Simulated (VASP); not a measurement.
Crystal: Cu.

```
CELL_PARAMETERS angstrom
0.00000 1.80750 1.80750
1.80750 0.00000 1.80750
1.80750 1.80750 0.00000
ATOMIC_POSITIONS crystal
Cu 0.00000 0.00000 0.00000
```

```yaml
Program: VASP 6.6.1
Task: relaxation of cell and atoms
Functional: PBE
Dispersion: D4
Potentials_or_basis: VASP PAW PBE potentials, release 64 (Cu)
Cutoff: 600 eV
k_mesh: 13 × 13 × 13
Occupations: fermi-dirac, width 0.05 eV
Spin: no spin polarisation
```

At the start: pressure -4.8 GPa; volume 11.81 Å³/atom.

**Question.** Where does the relaxation end?

**Answer.** Over 3 steps the energy falls by 5.8 meV/atom and the volume is 11.44 Å³/atom (-3.2 %); space group Fm-3m (No. 225, to 0.05 Å).

The path:
```tsv
step	energy change (eV)	largest force (eV/Å)	pressure (GPa)	volume (Å³)
1	0.0000	0.0000	-4.79	11.81
2	-0.0036	0.0000	3.33	11.22
3	-0.0058	0.0000	-0.03	11.44
```

Final structure:
```cif
data_structure
_symmetry_space_group_name_H-M 'P 1'
_symmetry_Int_Tables_number 1
_cell_length_a 2.5289
_cell_length_b 2.5289
_cell_length_c 2.5289
_cell_angle_alpha 60.000
_cell_angle_beta 60.000
_cell_angle_gamma 60.000
_cell_volume 11.44
loop_
_atom_site_label
_atom_site_type_symbol
_atom_site_fract_x
_atom_site_fract_y
_atom_site_fract_z
_atom_site_occupancy
Cu1 Cu 0.00000 0.00000 0.00000 1
```

Caveat: pairwise dispersion overbinds metals, which lowers pressure and volume.
